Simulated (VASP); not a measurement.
Set up this calculation in VASP 6.6.1, as an ASE script.

```yaml
Task: single point
Functional: PBE
Potentials_or_basis: VASP PAW PBE potentials, release 54 (Nb_sv)
Cutoff: 520 eV
k_mesh: 11 × 11 × 11
Occupations: gaussian, width 0.02 eV
Spin: no spin polarisation
Further_INCAR_settings: ALGO = Normal; EDIFF = 1.00e-06; NBANDS = 12
```

Crystal: Nb.

```
CELL_PARAMETERS angstrom
0.00000 2.11500 2.11500
2.11500 0.00000 2.11500
2.11500 2.11500 0.00000
ATOMIC_POSITIONS crystal
Nb 0.00000 0.00000 0.00000
```

This isn't the form of Nb at room conditions, which is bcc.

One way to write it, as run:

run.py

```python
from ase.calculators.vasp import Vasp
from ase.dft.bandgap import bandgap
from ase.spacegroup import crystal

atoms = crystal(
    ['Nb'],
    basis=[[0.0, 0.0, 0.0]],
    spacegroup=225,
    setting=1,
    cellpar=[4.23, 4.23, 4.23, 90.0, 90.0, 90.0],
    primitive_cell=True,
)
calc = Vasp(
    directory='calc',
    xc='pbe',
    pp='PBE',
    setups='recommended',
    pp_version='54',
    prec='Accurate',
    encut=520,
    ediff=1e-06,
    ismear=0,
    sigma=0.02,
    lreal=False,
    lasph=True,
    nelm=100,
    algo='Normal',
    isif=2,
    lwave=False,
    lcharg=True,
    lelf=True,
    lvhar=True,
    kpts=[11, 11, 11],
    gamma=True,
    nbands=12,
)
atoms.calc = calc

print('energy (eV):', atoms.get_potential_energy())
print('free energy (eV):', atoms.get_potential_energy(force_consistent=True))
print('forces (eV/A):')
print(atoms.get_forces())
print('stress (eV/A^3, Voigt):', atoms.get_stress())
print('Fermi level (eV):', calc.get_fermi_level())
gap, top, bottom = bandgap(calc)
print('band gap (eV):', gap, 'from (spin, k, band)', top, 'to', bottom)
```

Potentials or basis: VASP PAW PBE potentials, release 54 (Nb_sv).

Command:

```console
$ python run.py
```

It gave:

| Item | Value |
| --- | --- |
| Pressure | -2.3 GPa |
| Band gap on the k mesh | none (metal or under the smearing width) |

Wall time 13 s on 1 thread of Intel(R) Xeon(R) Platinum 8488C (Sapphire Rapids), with other jobs on the host, peak memory 0.14 GiB.
